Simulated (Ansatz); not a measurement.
# TaS2: the cost of one run

Computed with Ansatz 0.2.0 (DFT RPBE, scalar-relativistic, plane waves, PAW, unless a step's input says otherwise).

1 further run of the same task is left out (set aside as unsound or not needed). Runs told in other sessions of the task aren't counted.

## Step 1: The starting structure

The structure is trigonal, space group P-3m1 (No. 164). Conventional cell: a = 3.337 Å, b = 3.337 Å, c = 5.906 Å, α = 90.00°, β = 90.00°, γ = 120.00°. Ta (site symmetry -3m) is surrounded by 6 S at 2.47 Å. Around S (site symmetry 3m) lie 3 Ta at 2.47 Å.

Coordinates:

```cif
data_structure
_symmetry_space_group_name_H-M 'P 1'
_symmetry_Int_Tables_number 1
_cell_length_a 3.3368
_cell_length_b 3.3368
_cell_length_c 5.9063
_cell_angle_alpha 90.000
_cell_angle_beta 90.000
_cell_angle_gamma 120.000
_cell_volume 56.95
loop_
_atom_site_label
_atom_site_type_symbol
_atom_site_fract_x
_atom_site_fract_y
_atom_site_fract_z
_atom_site_occupancy
Ta1 Ta 0.00000 0.00000 0.00000 1
S1 S 0.33333 0.66667 0.26179 1
S2 S 0.66667 0.33333 0.73821 1
```

At PBE, an earlier run found 2.71 GPa for this cell of 18.984 Å³/atom (8×8×4 mesh), metallic, no moment left.

## Step 2: At the given cell

The input, input.yaml:

```yaml
crystal:
  lattice:
    - [3.3368432777, 0.0, 0.0]
    - [-1.6684216388, 2.8897910469, 0.0]
    - [0.0, 0.0, 5.9063051333]
  atoms:
    - { symbol: Ta, position: [0.0, 0.0, 0.0], spin: 0.05 }
    - { symbol: S, position: [0.3333333333, 0.6666666667, 0.2617897483] }
    - { symbol: S, position: [0.6666666667, 0.3333333333, 0.7382102517] }
basis:
  ecutwfc: 420
  ecutrho_ratio: 4
kpoints:
  mp_grid: { grid: [8, 8, 4] }
hamiltonian:
  xc: rpbe
scf:
  occupations: { method: gaussian, width: 0.05 }
output:
  forces: true
  stress: true
  eigenvalues: true
  populations: true
magnetization:
  spin_polarized: true
relax:
  f_tol: 0.02
  max_steps: 40
  cell: { stress_tol: 0.2, fix: [volume] }
checkpoint:
  read: start.run
  write: ck
  compress: false
  write_wavefunctions: false
  write_every: 100000
```

start.run holds the state of a PBE run on this cell.

The run is started by

```
> ansatz run input.yaml --threads 4 --pin off --max-ram 8192MiB --backend cpu --events-out ev --progress --plain --runs-dir out
```

**Question.** How long does this run take on 4 threads of Arm Neoverse V2, shared host, and how much memory does it need?

About 3.8 s, with a peak of 0.38 GiB.
